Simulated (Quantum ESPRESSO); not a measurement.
**EuO under changes of volume**

One of the cells (17.013 Å³/atom); the others are scaled copies at fixed shape and fractional positions:

```xyz
2
Lattice="0.0000 2.5720 2.5720 2.5720 0.0000 2.5720 2.5720 2.5720 0.0000" Properties=species:S:1:pos:R:3 pbc="T T T"
Eu    0.0000    0.0000    0.0000
O     2.5720    2.5720    2.5720
```

```yaml
Program: Quantum ESPRESSO 7.5
Functional: PBEsol
Potentials_or_basis: SSSP 1.3 efficiency PBE
Cutoff: 748 eV
Density_cutoff: 5987 eV
k_mesh: 9 × 9 × 9
Occupations: fermi-dirac, width 0.05 eV
Spin: collinear spin, ferromagnetic start
Starting_moments: "[7.0, 0.0] μB"
```

```csv
volume (Å³/atom),energy over the lowest point (meV/atom),pressure (GPa),moment (μB per cell)
15.992,0.00,-4.5,6.89
16.333,11.18,-6.3,6.91
16.673,25.95,-8.0,6.93
17.013,?,?,?
17.354,65.06,-10.5,6.96
17.694,88.55,-11.6,6.97
18.034,114.21,-12.6,6.98
```

What does the run at 17.013 Å³/atom give?

Energy over the lowest point 44.05 meV/atom; pressure -9.3 GPa; moment 6.95 μB per cell.

Worked out: A Birch-Murnaghan fit of order 3 (a polynomial in V^(-2/3)) to the other rows has no minimum within the range. It gives 44.05 meV/atom at 17.013 Å³/atom, against the run's 44.05, and -dE/dV = -9.2 GPa, against -9.3. A straight line through the other rows of the moment, of slope 0.0441 μB per Å³/atom, gives 6.94 μB, against the run's 6.95.

Energies are extrapolated to zero smearing.

Caveats: the potentials were made for another functional, which shifts forces and pressure; a cell with one magnetic atom can't hold antiferromagnetic order, which such compounds often take; without U or exact exchange the open f shell lies at the Fermi level, which spoils levels, moments and volumes.
